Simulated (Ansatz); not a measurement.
Geometry optimisation in Ansatz: input, command and trajectory.

```yaml
crystal:
  lattice:
    - [3.852803955, 0.0, 0.0]
    - [-1.9264019775, 3.465619378, 0.0]
    - [0.0, 0.0, 5.0516648753]
  atoms:
    - { symbol: Ni, position: [0.6708373441, 0.3406189167, 0.25] }
    - { symbol: Ni, position: [0.3291626559, 0.6593810833, 0.75] }
    - { symbol: Ni, position: [0.0, 0.0, 0.0] }
    - { symbol: Ni, position: [0.0, 0.0, 0.5] }
    - { symbol: Ge, position: [0.6581590747, 0.3191786525, 0.75] }
    - { symbol: Ge, position: [0.3418409253, 0.6808213475, 0.25] }
basis:
  ecutwfc: 420
kpoints:
  mp_grid: { grid: [12, 12, 8] }
hamiltonian:
  xc: pbesol
scf:
  occupations: { method: gaussian, width: 0.1 }
output:
  forces: true
  stress: true
  eigenvalues: true
relax:
  adjacent_minimum: "off"
  f_tol: 0.008
  max_steps: 40
  cell: { stress_tol: 0.015, fix: [a, angles] }
```

```bash
ansatz run input.yaml --threads 1 --pin off --max-ram 2560MiB --backend cpu --events-out ev --progress --plain --runs-dir out
```

These are results of DFT PBEsol, scalar-relativistic, plane waves, PAW (Ansatz), not measurements.

Of 8 frames 7 are shown, positions in Å and forces in eV/Å; the SCF threshold varies from step to step. Steps run on the plane waves of an earlier cell, with a Pulay correction in the pressure. The basis is chosen afresh for the last frame, the zero of the energies, and at times for earlier ones too; energy and pressure step there, also at an unchanged geometry. Spin polarisation was left out; whether the Ni atoms would carry moments isn't shown by this run.

```xyz
6
Lattice="3.8528 0.0000 0.0000 -1.9264 3.4656 0.0000 0.0000 0.0000 5.0517" Properties=species:S:1:pos:R:3:forces:R:3 pbc="T T T" step=1 free_energy_over_end_meV_per_atom=2.36 pressure_GPa=3.99
Ni    1.9284    1.1805    1.2629    0.0335   -0.0339    0.0000
Ni   -0.0020    2.2852    3.7887   -0.0335    0.0339    0.0000
Ni    0.0000    0.0000    0.0000    0.0000    0.0000    0.0000
Ni    0.0000    0.0000    2.5258    0.0000    0.0000    0.0000
Ge    1.9209    1.1062    3.7887    0.0618   -0.0300    0.0000
Ge    0.0055    2.3595    1.2629   -0.0618    0.0300    0.0000
6
Lattice="3.8528 -0.0057 0.0000 -1.9315 3.4870 0.0000 0.0000 0.0000 5.0503" Properties=species:S:1:pos:R:3:forces:R:3 pbc="T T T" step=2 free_energy_over_end_meV_per_atom=1.10 pressure_GPa=2.84
Ni    1.9255    1.1827    1.2626    0.0141   -0.0194    0.0000
Ni   -0.0043    2.2986    3.7877   -0.0141    0.0194    0.0000
Ni    0.0000    0.0000    0.0000    0.0000    0.0000    0.0000
Ni    0.0000    0.0000    2.5252    0.0000    0.0000    0.0000
Ge    1.9206    1.1067    3.7877    0.0216   -0.0451    0.0000
Ge    0.0007    2.3746    1.2626   -0.0216    0.0451    0.0000
6
Lattice="3.8528 -0.0149 0.0000 -1.9398 3.5216 0.0000 0.0000 0.0000 5.0334" Properties=species:S:1:pos:R:3:forces:R:3 pbc="T T T" step=3 free_energy_over_end_meV_per_atom=0.22 pressure_GPa=1.62
Ni    1.9215    1.1899    1.2584    0.0060    0.0338    0.0000
Ni   -0.0085    2.3168    3.7751   -0.0060   -0.0338    0.0000
Ni    0.0000    0.0000    0.0000    0.0000    0.0000    0.0000
Ni    0.0000    0.0000    2.5167    0.0000    0.0000    0.0000
Ge    1.9174    1.1008    3.7751   -0.0051   -0.0180    0.0000
Ge   -0.0044    2.4059    1.2584    0.0051    0.0180    0.0000
6
Lattice="3.8528 -0.0166 0.0000 -1.9413 3.5281 0.0000 0.0000 0.0000 5.0271" Properties=species:S:1:pos:R:3:forces:R:3 pbc="T T T" step=4 free_energy_over_end_meV_per_atom=0.06 pressure_GPa=1.56
Ni    1.9233    1.2037    1.2568   -0.0004    0.0069    0.0000
Ni   -0.0118    2.3078    3.7703    0.0004   -0.0069    0.0000
Ni    0.0000    0.0000    0.0000    0.0000    0.0000    0.0000
Ni    0.0000    0.0000    2.5135    0.0000    0.0000    0.0000
Ge    1.9142    1.0889    3.7703    0.0046   -0.0027    0.0000
Ge   -0.0028    2.4226    1.2568   -0.0046    0.0027    0.0000
6
Lattice="3.8528 -0.0176 0.0000 -1.9422 3.5321 0.0000 0.0000 0.0000 5.0255" Properties=species:S:1:pos:R:3:forces:R:3 pbc="T T T" step=5 free_energy_over_end_meV_per_atom=0.05 pressure_GPa=1.42
Ni    1.9222    1.2079    1.2564   -0.0009    0.0002    0.0000
Ni   -0.0117    2.3065    3.7691    0.0009   -0.0002    0.0000
Ni    0.0000    0.0000    0.0000    0.0000    0.0000    0.0000
Ni    0.0000    0.0000    2.5127    0.0000    0.0000    0.0000
Ge    1.9145    1.0855    3.7691   -0.0007   -0.0006    0.0000
Ge   -0.0040    2.4290    1.2564    0.0007    0.0006    0.0000
6
Lattice="3.8528 -0.0176 0.0000 -1.9422 3.5321 0.0000 0.0000 0.0000 5.0255" Properties=species:S:1:pos:R:3:forces:R:3 pbc="T T T" step=6 free_energy_over_end_meV_per_atom=0.00 pressure_GPa=1.43
Ni    1.9222    1.2079    1.2564   -0.0009    0.0002    0.0000
Ni   -0.0117    2.3065    3.7691    0.0009   -0.0002    0.0000
Ni    0.0000    0.0000    0.0000    0.0000    0.0000    0.0000
Ni    0.0000    0.0000    2.5127    0.0000    0.0000    0.0000
Ge    1.9145    1.0855    3.7691   -0.0007   -0.0006    0.0000
Ge   -0.0040    2.4290    1.2564    0.0007    0.0006    0.0000
6
Lattice="3.8528 -0.0178 0.0000 -1.9424 3.5326 0.0000 0.0000 0.0000 5.0250" Properties=species:S:1:pos:R:3:forces:R:3 pbc="T T T" step=8 free_energy_over_end_meV_per_atom=0.00 pressure_GPa=1.42
Ni    1.9221    1.2084    1.2563    0.0000    0.0001    0.0000
Ni   -0.0117    2.3065    3.7688    0.0000   -0.0001    0.0000
Ni    0.0000    0.0000    0.0000    0.0000    0.0000    0.0000
Ni    0.0000    0.0000    2.5125    0.0000    0.0000    0.0000
Ge    1.9145    1.0851    3.7688    0.0000    0.0000    0.0000
Ge   -0.0041    2.4297    1.2563    0.0000    0.0000    0.0000
```

It took 7.8 min on 1 thread of Oxide Virtual Turin-like Processor (Zen 5), with other jobs on the host, peak memory 1.3 GiB.